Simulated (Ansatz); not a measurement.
**Hf on a Si site in Si**

Level of theory: PBEsol, no spin polarisation, scalar-relativistic; Ansatz, plane waves to 420 eV (PAW set soft_2), k-mesh 2×2×2 shifted by half a step.

The relaxed host crystal (Kohn–Sham gap 0.46 eV):

```
Si
1.0
     0.00000    2.71692    2.71692
     2.71692    0.00000    2.71692
     2.71692    2.71692    0.00000
Si
2
Direct
  0.25000 0.25000 0.25000
  0.00000 0.00000 0.00000
```

Supercell of 32 atoms, rows of the matrix [[-1,-1,-1],[-1,-1,3],[-1,3,-1]] times the cell vectors; Hf on a Si site at (0.250, 0.250, 0.250) in fractions of the cell above. Atoms are relaxed at the host's cell.

Problem. How does the lattice relax around the defect, and where do the electrons go?

Solution. Distances from the Hf atom (Å), by shell of the perfect crystal:

```
shell  perfect crystal  relaxed, charge 0
 4 Si             2.35               2.57
```

```
charge  gap of the cell on the mesh (eV)           carriers
     0                              0.84  none in the bands
```

On this mesh the host's own supercell has a gap of 1.27 eV.

Formation energy of the neutral defect: 2.66 eV, taking atoms from and to the elements' standard states (no corrections for gases), so it belongs to those chemical potentials alone.

Caveats: semilocal functionals make gaps too small, which shifts levels too; small supercell, so energies and levels can be off by tenths of an eV; the atoms kept the symmetry of the start, so a distorted state could lie lower.
